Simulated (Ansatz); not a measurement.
## Review of an SCF result for VN

We look at VN: a test cell of our own (not relaxed), with 2 atoms per cell.

The calculation used Ansatz development build ahead of 0.2.0, DFT, r2SCAN, JTH PAW, plane waves, scalar-relativistic.

```yaml
crystal:
  lattice:
    - [0, 2.065, 2.065]
    - [2.065, 0, 2.065]
    - [2.065, 2.065, 0]
  atoms:
    - { symbol: V, position: [0, 0, 0], spin: 2.0 }
    - { symbol: "N", position: [0.5, 0.5, 0.5] }
kpoints:
  mp_grid: { grid: [4, 4, 4], shift: [0.5, 0.5, 0.5] }
hamiltonian:
  xc: r2scan
  pseudopotentials: { kind: paw, source: jth }
magnetization:
  spin_polarized: true
scf:
  occupations: { method: fermi_dirac, width: "0.1 eV" }
  lower_state_search: "off"
```

Settings in force: cutoff 1410 eV, smearing width 0.1 eV; plain SCF.

The run converged after 19 iterations in all: spin-polarised, site moments V1 1.06 μB, total 1.32 μB per cell.

The mesh is coarse, so energy differences (and at times their sign) aren't converged.

With one magnetic atom in the cell its copies can only be parallel; orders in a larger cell may lie lower.

Site moments are taken inside atomic spheres and don't add up to the total.

**Question.** Has the SCF ended in the lowest solution? If not, by how much is it too high?

**Answer.** No, on this mesh. A state 5.2 meV/atom (0.010 eV per cell) lower exists in this cell: spin-polarised, site moments V1 0.21 μB, total 0.24 μB per cell. It was reached from: standard search for lower states [V1 2.00 μB]; full search for lower states [V1 2.00 μB]. States within about 5 meV/atom are too close for this mesh, smearing and search to settle their order. Only collinear orders within this cell were tried; the true ground state may need a larger cell.
